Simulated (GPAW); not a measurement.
# Al (Fm-3m) in GPAW: notebook

Aim: see how the results for Al move with the level of theory and the settings. Levels: revPBE+D3(BJ), PBE, BEEF-vdW. Tasks: equation of state, band structure.

All numbers are computed with GPAW 26.7.0; they aren't measurements. Logs are shortened: lines on timing, memory, paths and dates and some standing lists are left out, and cuts for length are marked. The log counts tension as positive stress, the text compression.

**Measured values to compare with.**

“The interpretation of polycrystalline coherent inelastic neutron scattering from aluminium”, 2013, pmc:3831299 quotes, for a bulk crystal of Al: bulk modulus 76.9 GPa.

How close the calculation comes is told below.

### Step 1. Starting point

The structure is cubic, space group Fm-3m (No. 225). Conventional cell: a = 4.050 Å, b = 4.050 Å, c = 4.050 Å, α = 90.00°, β = 90.00°, γ = 90.00°. Around Al (site symmetry m-3m) lie 12 Al at 2.86 Å.

### Step 2. Equation of state, revPBE+D3(BJ)

run.py reads:

```python
from ase.calculators.mixing import SumCalculator
from ase.eos import EquationOfState
from ase.io import Trajectory, read
from ase.units import GPa
from dftd3.ase import DFTD3
from gpaw import GPAW, PW

atoms = read('POSCAR')

traj = Trajectory('eos.traj', 'w')
volumes, energies = [], []
for x in [0.94, 0.96, 0.98, 1.0, 1.02, 1.04, 1.06]:
    a = atoms.copy()
    a.set_cell(atoms.cell * x**(1 / 3), scale_atoms=True)
    calc = GPAW(mode=PW(600),
                xc='revPBE',
                kpts={'size': (11, 11, 11), 'gamma': True},
                occupations={'name': 'fermi-dirac', 'width': 0.05},
                nbands=7,
                convergence={'density': 1e-05, 'energy': 1e-05},
                maxiter=150,
                txt=f'eos-{x:.2f}.txt')
    a.calc = SumCalculator([calc, DFTD3(method='revpbe', damping='d3bj')])
    energies.append(a.get_potential_energy())
    volumes.append(a.get_volume())
    p = -a.get_stress()[:3].mean() / GPa
    calc.write(f'eos-{x:.2f}.gpw')
    traj.write(a)
    print(f'{x:.2f} {volumes[-1]:10.4f} A^3 {energies[-1]:14.6f} eV {p:9.3f} GPa', flush=True)

v0, e0, B = EquationOfState(volumes, energies, eos='birchmurnaghan').fit()
print(f'V0 = {v0:.4f} A^3, E0 = {e0:.6f} eV, B0 = {B / GPa:.2f} GPa')
```

POSCAR reads:

```
Al
1.0
    0.0000000000      2.0248050000      2.0248050000
    2.0248050000      0.0000000000      2.0248050000
    2.0248050000      2.0248050000      0.0000000000
Al
1
Direct
    0.0000000000      0.0000000000      0.0000000000
```

Potentials or basis: the program's PAW data sets (release 1.2.1) made for this functional, pw.

Launch:

```sh
$ OMP_NUM_THREADS=1 python run.py
```

Output:

```text
__  _  _
 | _ |_)|_||  |
 |__||  | ||/\| - 26.7.0

Input parameters:
  mode=PW(ecut=600.0),
  convergence={'density': 1e-05, 'energy': 1e-05},
  kpts=MonkhorstPack(size=(11, 11, 11), gamma=True),
  maxiter=150,
  nbands=7,
  occupations=Occupations(name='fermi-dirac', width=0.05),
  xc=XC(name='revPBE')

Diagonalizing LCAO Hamiltonian
Converting LCAO to pw mode

       Al

Atoms  # Å, Bohr magnetons
|   | symbol |        x |        y |        z |    initial magnetic moments |
|---|--------|----------|----------|----------|-----------------------------|
| 0 |     Al | 0.000000 | 0.000000 | 0.000000 | ( 0.0000,  0.0000,  0.0000) |

Unit cell  # Å
| periodic |        x |        y |        z |  lengths |    angles |
|----------|----------|----------|----------|----------|-----------|
|      yes | 0.000000 | 1.983471 | 1.983471 | 2.805051 | 60.000000 |
|      yes | 1.983471 | 0.000000 | 1.983471 | 2.805051 | 60.000000 |
|      yes | 1.983471 | 1.983471 | 0.000000 | 2.805051 | 60.000000 |

Number of symmetries: 48
Symmetry operations  # r_c * U_cc + t_c -> r_c
|    | kind |            matrix            |
|----|------|------------------------------|
|  0 |  σ   |  1, 0, 0,  1, 0,-1,  1,-1, 0 |
|  1 |  C2  |  1, 0, 0,  1,-1, 0,  1, 0,-1 |
|  2 |  E   |  1, 0, 0,  0, 1, 0,  0, 0, 1 |
|  3 |  σ   |  1, 0, 0,  0, 0, 1,  0, 1, 0 |
|  4 |  C4  |  1, 0,-1,  1, 0, 0,  1,-1, 0 |
|  5 |  S6  |  1, 0,-1,  1,-1, 0,  1, 0, 0 |
|  6 |  σ   |  1, 0,-1,  0, 1,-1,  0, 0,-1 |
|  7 |  C3  |  1, 0,-1,  0, 0,-1,  0, 1,-1 |
|  8 |  S6  |  1,-1, 0,  1, 0, 0,  1, 0,-1 |
|  9 |  C4  |  1,-1, 0,  1, 0,-1,  1, 0, 0 |
| 10 |  C3  |  1,-1, 0,  0,-1, 1,  0,-1, 0 |
| 11 |  σ   |  1,-1, 0,  0,-1, 0,  0,-1, 1 |
| 12 |  σ   |  0, 1, 0,  1, 0, 0,  0, 0, 1 |
| 13 |  C4  |  0, 1, 0,  0, 1,-1, -1, 1, 0 |
| 14 |  C3  |  0, 1, 0,  0, 0, 1,  1, 0, 0 |
| 15 |  S6  |  0, 1, 0, -1, 1, 0,  0, 1,-1 |
| 16 |  C2  |  0, 1,-1,  1, 0,-1,  0, 0,-1 |
| 17 |  σ   |  0, 1,-1,  0, 1, 0, -1, 1, 0 |
| 18 |  S4  |  0, 1,-1,  0, 0,-1,  1, 0,-1 |
| 19 |  C4  |  0, 1,-1, -1, 1, 0,  0, 1, 0 |
| 20 |  C3  |  0, 0, 1,  1, 0, 0,  0, 1, 0 |
| 21 |  σ   |  0, 0, 1,  0, 1, 0,  1, 0, 0 |
| 22 |  S6  |  0, 0, 1,  0,-1, 1, -1, 0, 1 |
| 23 |  C4  |  0, 0, 1, -1, 0, 1,  0,-1, 1 |
| 24 |  S4  |  0, 0,-1,  1, 0,-1,  0, 1,-1 |
| 25 |  C3  |  0, 0,-1,  0, 1,-1,  1, 0,-1 |
| 26 |  C2  |  0, 0,-1,  0,-1, 0, -1, 0, 0 |
| 27 |  S6  |  0, 0,-1, -1, 0, 0,  0,-1, 0 |
| 28 |  S4  |  0,-1, 1,  1,-1, 0,  0,-1, 0 |
| 29 |  C4  |  0,-1, 1,  0, 0, 1, -1, 0, 1 |
| 30 |  C2  |  0,-1, 1,  0,-1, 0,  1,-1, 0 |
| 31 |  σ   |  0,-1, 1, -1, 0, 1,  0, 0, 1 |
| 32 |  C3  |  0,-1, 0,  1,-1, 0,  0,-1, 1 |
| 33 |  S6  |  0,-1, 0,  0, 0,-1, -1, 0, 0 |
| 34 |  S4  |  0,-1, 0,  0,-1, 1,  1,-1, 0 |
| 35 |  C2  |  0,-1, 0, -1, 0, 0,  0, 0,-1 |
| 36 |  C2  | -1, 1, 0,  0, 1, 0,  0, 1,-1 |
| 37 |  S6  | -1, 1, 0,  0, 1,-1,  0, 1, 0 |
| 38 |  S4  | -1, 1, 0, -1, 0, 1, -1, 0, 0 |
| 39 |  C3  | -1, 1, 0, -1, 0, 0, -1, 0, 1 |
| 40 |  S6  | -1, 0, 1,  0, 0, 1,  0,-1, 1 |
| 41 |  C2  | -1, 0, 1,  0,-1, 1,  0, 0, 1 |
| 42 |  C3  | -1, 0, 1, -1, 1, 0, -1, 0, 0 |
| 43 |  S4  | -1, 0, 1, -1, 0, 0, -1, 1, 0 |
| 44 |  C2  | -1, 0, 0,  0, 0,-1,  0,-1, 0 |
| 45 |  i   | -1, 0, 0,  0,-1, 0,  0, 0,-1 |
| 46 |  σ   | -1, 0, 0, -1, 1, 0, -1, 0, 1 |
| 47 |  C2  | -1, 0, 0, -1, 0, 1, -1, 1, 0 |

BZ-sampling:
  Number of BZ points: 1331
  Number of IBZ points: 56

  Monkhorst-Pack size: [11, 11, 11]
  Monkhorst-Pack shift: [0, 0, 0]

K-points  # in reciprocal-cell coordinates
|     |                                coordinates |     weight |
|-----|--------------------------------------------|------------|
|   0 | (  0.00000000,   0.00000000,   0.00000000) | 0.00075131 |
|   1 | (  0.09090909,   0.09090909,   0.00000000) | 0.00450789 |
|   2 | (  0.09090909,   0.09090909,   0.09090909) | 0.00601052 |
|   3 | (  0.18181818,   0.09090909,   0.09090909) | 0.00901578 |
|   4 | (  0.18181818,   0.18181818,   0.00000000) | 0.00450789 |
|   5 | (  0.18181818,   0.18181818,   0.09090909) | 0.01803156 |
|   6 | (  0.18181818,   0.18181818,   0.18181818) | 0.00601052 |
|   7 | (  0.27272727,   0.18181818,   0.09090909) | 0.01803156 |
|   8 | (  0.27272727,   0.18181818,   0.18181818) | 0.01803156 |
|   9 | (  0.27272727,   0.27272727,   0.00000000) | 0.00450789 |
| ... |                                            |            |
|  55 | (  0.45454545,   0.45454545,   0.45454545) | 0.00601052 |

Plane wave coefficients: 534
Cutoff: 600.0 eV

Spin-components: 1 (collinear spins)
Bands:           7
Projectors:      5
Spin-degeneracy: 2
Datatype:        complex128

Parallelization:
  kpt:    1
  domain: 1
  band:   1

Density:
  Valence electrons: 3.0
  Components: 1
  Grid points: [16 16 16]
  Charge: 0.0  # |e|

Potential:
  Grid points: [16 16 16]

species:
  Al:
    name:    Aluminium
    Z:       13.0
    valence: 3
    core:    10
    charge:  0.0  # [|e|]
    compensation charges:
      type: gauss
      rc: 0.34  # [Å]
      lmax: 2
    cutoffs:
      filter: 1.91  # [Å]
      core: 2.36  # [Å]
    projectors
    | kind |    occ | energy [eV] | rcut [Å] |
    |------|--------|-------------|----------|
    |   3s |  2.000 |      -7.723 |    1.085 |
    |   3p |  1.000 |      -2.699 |    1.085 |
    |    s |        |      19.489 |    1.085 |
    |    p |        |      24.513 |    1.085 |
    |    d |        |       0.000 |    1.085 |

    Using partial waves for Al as LCAO basis

Reference energy: -6605.764968  # eV

eigensolver:
  PPCG
  Converge bands: occupied
  niter=2

density mixing:
  MSR1-Mixer
  Pratt-step length: 0.05
  Maximum mixing coefficient: 0.75
  Old densities: 10
  SVD Regularization: 0.005
  Good broyden scale: 1.0
  Trust region scale: 1.0
  Backstep threshold: 4.0
  History deletion threshold: 6.0
  Fourier metric: weight=20.0, sigma=0.015

occupation numbers:
  Fermi-Dirac:
    width: 0.0500  # eV

poisson solver:
  ecut: 4800.0  # eV

xc functional:
  name: revPBE with 2 nearest neighbor stencil

convergence criteria:
- Maximum integral of absolute [dens]ity change: 1e-05 electrons / valence electron
- Maximum [total energy] change in last 3 cyles: 1e-05 eV / valence electron
- Maximum integral of absolute [eigenst]ate change: 4e-08 eV^2 / valence electron
maximum number of iterations: 150

SCF iterations
|iter     | |      energy | eigst |  dens |
|---------|-|-------------|-------|-------|
|iter:   1| |   -3.497287 | -0.23 |       |
|iter:   2| |   -3.498161 | -3.49 | -0.98 |
|iter:   3| |   -3.504048 | -3.16 | -1.01 |
|iter:   4| |   -3.505011 | -3.87 | -1.56 |
|iter:   5| |   -3.505024 | -6.11 | -2.92 |
|iter:   6| |   -3.505027c| -6.55 | -3.33 |
|iter:   7| |   -3.505027c| -8.47c| -4.63 |
|iter:   8| |   -3.505027c| -8.70c| -5.12c|

Converged in 8 steps
Energy contributions relative to reference atoms: (reference = -6605.764968)

Energy contributions:
  Kinetic:           5.804367
  Coulomb:          -3.370782
  Zero:             -0.009058
  External:          0.000000
  Xc:               -5.927594
  Entropy:          -0.003918
  Spinorbit:         0.000000
  ----------------------------
  Free energy:      -3.506986
  Extrapolated:     -3.505027

dipole moment: (-6.784716, -6.784716, -6.784716)  # |e|*Ang

Fermi level: 7.783
Eigenvalues  # (at kpt = [0.000, 0.000, 0.000])
| band index |      eig [eV] | occ [0-2] |
|------------|---------------|-----------|
|          0 |        -3.750 |     2.000 |
|          1 |        20.740 |     0.000 |
|          2 |        20.740 |     0.000 |
|          3 |        20.740 |     0.000 |
|          4 |        22.743 |     0.000 |
|          5 |        22.743 |     0.000 |
|          6 |        22.743 |     0.000 |

No gap
No difference between direct/indirect transitions

Stress tensor  # eV/Ang^3
|         x |         y |         z |
|-----------|-----------|-----------|
| -0.041129 |  0.000000 |  0.000000 |
|  0.000000 | -0.041129 |  0.000000 |
|  0.000000 |  0.000000 | -0.041129 |

# Writing to eos-0.94.gpw (mode='')
```

Run time: 37 s. Hardware: 1 thread of Arm Neoverse V1, shared host; peak memory 0.16 GiB.

Results:

- Equilibrium volume: 15.49 Å³/atom (rough: see the caveat)
- Bulk modulus: 94 GPa (rough)

Energy against volume, from the lowest point:
| volume (Å³/atom) | energy (meV/atom) |
| --- | --- |
| 15.607 | 0.00 |
| 15.939 | 3.35 |
| 16.271 | 10.24 |
| 16.603 | 20.30 |
| 16.935 | 33.17 |
| 17.267 | 48.54 |
| 17.599 | 66.12 |

Caveat: the minimum lies outside the volumes run.

### Step 3. Band structure, PBE

run.py reads:

```python
from ase.dft.bandgap import bandgap
from ase.io import read, write
from gpaw import GPAW

atoms = read('Al.cif')

calc = GPAW(mode='lcao',
            h=0.16,
            basis='dz(dzp)',
            xc='PBE',
            kpts={'size': (11, 11, 11), 'gamma': True},
            occupations={'name': 'fermi-dirac', 'width': 0.05},
            convergence={'density': 1e-05, 'energy': 1e-05},
            maxiter=150,
            txt='gpaw.txt')
atoms.calc = calc
energy = atoms.get_potential_energy()
forces = atoms.get_forces()
calc.write('gs.gpw')
write('result.traj', atoms)
print(f'Energy: {energy:.6f} eV')
print('Forces (eV/A):')
print(forces.round(4))
print('Fermi level:', round(calc.get_fermi_level(), 4), 'eV')
print(f'Gap: {bandgap(calc)[0]:.4f} eV, direct: {bandgap(calc, direct=True)[0]:.4f} eV')

path = atoms.cell.bandpath('GXWKGLUWLK,UX', npoints=80, eps=1e-4)
bs_calc = calc.fixed_density(kpts=path, symmetry='off', txt='bands.txt')
bs = bs_calc.band_structure()
bs.write('bs.json')
print(f'Gap on the path: {bandgap(bs_calc)[0]:.4f} eV')
```

Al.cif reads:

```cif
data_Al
_cell_length_a 2.86350669
_cell_length_b 2.86350669
_cell_length_c 2.86350669
_cell_angle_alpha 60.00000000
_cell_angle_beta 60.00000000
_cell_angle_gamma 60.00000000
_space_group_name_H-M_alt 'P1'
_space_group_name_Hall 'P 1'
_space_group_IT_number 1
loop_
_space_group_symop_operation_xyz
'x,y,z'
loop_
_atom_site_label
_atom_site_type_symbol
_atom_site_symmetry_multiplicity
_atom_site_Wyckoff_symbol
_atom_site_fract_x
_atom_site_fract_y
_atom_site_fract_z
_atom_site_occupancy
Al1 Al 1 a 0.0000000000 0.0000000000 0.0000000000 1
```

Potentials or basis: GPAW PAW data sets (gpaw-data 1.2.1), lcao:dz(dzp).

Launch:

```sh
$ OMP_NUM_THREADS=1 python run.py
```

It took 87 s on 1 thread of Arm Neoverse V1, shared host; peak memory 0.15 GiB.

The run converged, but some of its settings lie outside the range that counts as converged, so its numbers aren't taken as properties of the crystal.

Results:

```yaml
Free_energy: -3.4750 eV
Band_gap_along_the_path: none (metal or under the smearing width)
```

Caveat: the real-space grid adds noise to forces; the basis of atomic orbitals isn't converged, which shifts pressures, moduli and gaps.

### Step 4. Equation of state, BEEF-vdW

run.py reads:

```python
from ase.eos import EquationOfState
from ase.io import Trajectory, read
from ase.units import GPa
from gpaw import GPAW, PW

atoms = read('POSCAR')

traj = Trajectory('eos.traj', 'w')
volumes, energies = [], []
for x in [0.94, 0.96, 0.98, 1.0, 1.02, 1.04, 1.06]:
    a = atoms.copy()
    a.set_cell(atoms.cell * x**(1 / 3), scale_atoms=True)
    calc = GPAW(mode=PW(600),
                xc={'name': 'BEEF-vdW', 'backend': 'libvdwxc'},
                kpts={'size': (11, 11, 11), 'gamma': True},
                occupations={'name': 'fermi-dirac', 'width': 0.05},
                nbands=7,
                convergence={'density': 1e-05, 'energy': 1e-05},
                maxiter=150,
                txt=f'eos-{x:.2f}.txt')
    a.calc = calc
    energies.append(a.get_potential_energy(force_consistent=True))
    volumes.append(a.get_volume())
    calc.write(f'eos-{x:.2f}.gpw')
    traj.write(a)
    print(f'{x:.2f} {volumes[-1]:10.4f} A^3 {energies[-1]:14.6f} eV', flush=True)

v0, e0, B = EquationOfState(volumes, energies, eos='birchmurnaghan').fit()
print(f'V0 = {v0:.4f} A^3, E0 = {e0:.6f} eV, B0 = {B / GPa:.2f} GPa')
```

POSCAR is that of step 2.

Potentials or basis: GPAW PAW data sets (gpaw-data 1.2.1), pw.

Launch:

```sh
$ OMP_NUM_THREADS=1 python run.py
```

Output:

```text
__  _  _
 | _ |_)|_||  |
 |__||  | ||/\| - 26.7.0

Input parameters:
  mode=PW(ecut=600.0),
  convergence={'density': 1e-05, 'energy': 1e-05},
  kpts=MonkhorstPack(size=(11, 11, 11), gamma=True),
  maxiter=150,
  nbands=7,
  occupations=Occupations(name='fermi-dirac', width=0.05),
  xc=XC(name='BEEF-vdW', backend='libvdwxc')

Diagonalizing LCAO Hamiltonian
Converting LCAO to pw mode

       Al

Atoms  # Å, Bohr magnetons
|   | symbol |        x |        y |        z |    initial magnetic moments |
|---|--------|----------|----------|----------|-----------------------------|
| 0 |     Al | 0.000000 | 0.000000 | 0.000000 | ( 0.0000,  0.0000,  0.0000) |

Unit cell  # Å
| periodic |        x |        y |        z |  lengths |    angles |
|----------|----------|----------|----------|----------|-----------|
|      yes | 0.000000 | 1.983471 | 1.983471 | 2.805051 | 60.000000 |
|      yes | 1.983471 | 0.000000 | 1.983471 | 2.805051 | 60.000000 |
|      yes | 1.983471 | 1.983471 | 0.000000 | 2.805051 | 60.000000 |

Number of symmetries: 48
Symmetry operations  # r_c * U_cc + t_c -> r_c
|    | kind |            matrix            |
|----|------|------------------------------|
|  0 |  σ   |  1, 0, 0,  1, 0,-1,  1,-1, 0 |
|  1 |  C2  |  1, 0, 0,  1,-1, 0,  1, 0,-1 |
|  2 |  E   |  1, 0, 0,  0, 1, 0,  0, 0, 1 |
|  3 |  σ   |  1, 0, 0,  0, 0, 1,  0, 1, 0 |
|  4 |  C4  |  1, 0,-1,  1, 0, 0,  1,-1, 0 |
|  5 |  S6  |  1, 0,-1,  1,-1, 0,  1, 0, 0 |
|  6 |  σ   |  1, 0,-1,  0, 1,-1,  0, 0,-1 |
|  7 |  C3  |  1, 0,-1,  0, 0,-1,  0, 1,-1 |
|  8 |  S6  |  1,-1, 0,  1, 0, 0,  1, 0,-1 |
[... 117 lines left out ...]

density mixing:
  MSR1-Mixer
  Pratt-step length: 0.05
  Maximum mixing coefficient: 0.75
  Old densities: 10
  SVD Regularization: 0.005
  Good broyden scale: 1.0
  Trust region scale: 1.0
  Backstep threshold: 4.0
  History deletion threshold: 6.0
  Fourier metric: weight=20.0, sigma=0.015

occupation numbers:
  Fermi-Dirac:
    width: 0.0500  # eV

poisson solver:
  ecut: 4800.0  # eV

xc functional:
  name: vdW-BEEF with libvdwxc
  Mode: serial
  Semilocal: BEEVDW with 2 nearest neighbor stencil
  Corresponding non-local functional: vdW-DF2
  Local blocksize: 32 x 32 x 32
  PAW datasets: PBE

convergence criteria:
- Maximum integral of absolute [dens]ity change: 1e-05 electrons / valence electron
- Maximum [total energy] change in last 3 cyles: 1e-05 eV / valence electron
- Maximum integral of absolute [eigenst]ate change: 4e-08 eV^2 / valence electron
maximum number of iterations: 150

SCF iterations
|iter     | |      energy | eigst |  dens |
|---------|-|-------------|-------|-------|
|iter:   1| |  -27.950977 | -0.25 |       |
|iter:   2| |  -27.950981 | -3.60 | -0.96 |
|iter:   3| |  -27.956317 | -3.47 | -0.98 |
|iter:   4| |  -27.957933 | -3.79 | -1.52 |
|iter:   5| |  -27.957952 | -5.80 | -2.81 |
|iter:   6| |  -27.957956c| -6.26 | -3.23 |
|iter:   7| |  -27.957956c| -7.72c| -4.55 |
|iter:   8| |  -27.957956c| -7.93c| -4.97 |
|iter:   9| |  -27.957956c| -9.12c| -6.09c|

Converged in 9 steps
Energy contributions relative to reference atoms: (reference = -6603.423265)

Energy contributions:
  Kinetic:           4.839871
  Coulomb:          -2.487342
  Zero:             -0.004320
  External:          0.000000
  Xc:              -30.304153
  Entropy:          -0.004023
  Spinorbit:         0.000000
  ----------------------------
  Free energy:     -27.959968
  Extrapolated:    -27.957956

dipole moment: (-6.799568, -6.799568, -6.799568)  # |e|*Ang

Fermi level: 7.551
Eigenvalues  # (at kpt = [0.000, 0.000, 0.000])
| band index |      eig [eV] | occ [0-2] |
|------------|---------------|-----------|
|          0 |        -3.979 |     2.000 |
|          1 |        20.545 |     0.000 |
|          2 |        20.545 |     0.000 |
|          3 |        20.545 |     0.000 |
|          4 |        22.505 |     0.000 |
|          5 |        22.505 |     0.000 |
|          6 |        22.505 |     0.000 |

No gap
No difference between direct/indirect transitions
# Writing to eos-0.94.gpw (mode='')
```

stdout:

```text
0.94    15.6066 A^3     -27.959968 eV
0.96    15.9386 A^3     -27.969030 eV
0.98    16.2707 A^3     -27.973990 eV
1.00    16.6027 A^3     -27.975243 eV
1.02    16.9348 A^3     -27.973164 eV
1.04    17.2668 A^3     -27.968100 eV
1.06    17.5989 A^3     -27.960363 eV
V0 = 16.5561 A^3, E0 = -27.975271 eV, B0 = 81.09 GPa
```

eos-0.98.txt:

```text
SCF iterations
|iter     | |      energy | eigst |  dens |
|---------|-|-------------|-------|-------|
|iter:   1| |  -27.968537 | -0.26 |       |
|iter:   2| |  -27.968504 | -3.60 | -0.95 |
|iter:   3| |  -27.970809 | -3.76 | -0.97 |
|iter:   4| |  -27.971957 | -3.84 | -1.52 |
|iter:   5| |  -27.971972 | -5.81 | -2.83 |
|iter:   6| |  -27.971974c| -6.28 | -3.25 |
|iter:   7| |  -27.971974c| -7.74c| -4.54 |
|iter:   8| |  -27.971974c| -7.94c| -4.97 |
|iter:   9| |  -27.971974c| -9.14c| -6.11c|

Converged in 9 steps
Energy contributions relative to reference atoms: (reference = -6603.423265)

Energy contributions:
  Kinetic:           3.289258
  Coulomb:          -1.325651
  Zero:             -0.002554
  External:          0.000000
  Xc:              -29.931012
  Entropy:          -0.004031
  Spinorbit:         0.000000
  ----------------------------
  Free energy:     -27.973990
  Extrapolated:    -27.971974

dipole moment: (-6.898417, -6.898417, -6.898417)  # |e|*Ang

Fermi level: 7.152
Eigenvalues  # (at kpt = [0.000, 0.000, 0.000])
| band index |      eig [eV] | occ [0-2] |
|------------|---------------|-----------|
|          0 |        -4.092 |     2.000 |
|          1 |        19.896 |     0.000 |
|          2 |        19.896 |     0.000 |
|          3 |        19.896 |     0.000 |
|          4 |        21.534 |     0.000 |
|          5 |        21.534 |     0.000 |
|          6 |        21.534 |     0.000 |

No gap
No difference between direct/indirect transitions
# Writing to eos-0.98.gpw (mode='')
```

It took 43 s on 1 thread of Arm Neoverse V1, shared host; peak memory 0.19 GiB.

What came out:

```
Equilibrium volume                      : 16.56 Å³/atom
Bulk modulus                            : 81 GPa
Pressure derivative of the bulk modulus : 4.3
```

Energy against volume, from the lowest point:
| volume (Å³/atom) | energy (meV/atom) |
| --- | --- |
| 15.607 | 15.28 |
| 15.939 | 6.21 |
| 16.271 | 1.25 |
| 16.603 | 0.00 |
| 16.935 | 2.08 |
| 17.267 | 7.14 |
| 17.599 | 14.88 |

Caveat: the PAW data sets were made with another functional, which shifts forces and pressure a little.

### Step 5. Comparison with measurements

Step 4. Against the measured bulk modulus of Al, 76.9 GPa (quoted in “The interpretation of polycrystalline coherent inelastic neutron scattering from aluminium”, 2013, pmc:3831299), the calculated 81 GPa is off by +5.5 %. The fit is for a static lattice scaled at fixed shape and fixed fractional positions. The cell as given is a measured one (16.60 Å³/atom); BEEF-vdW puts the equilibrium volume -0.3 % from it, thermal expansion not counted.
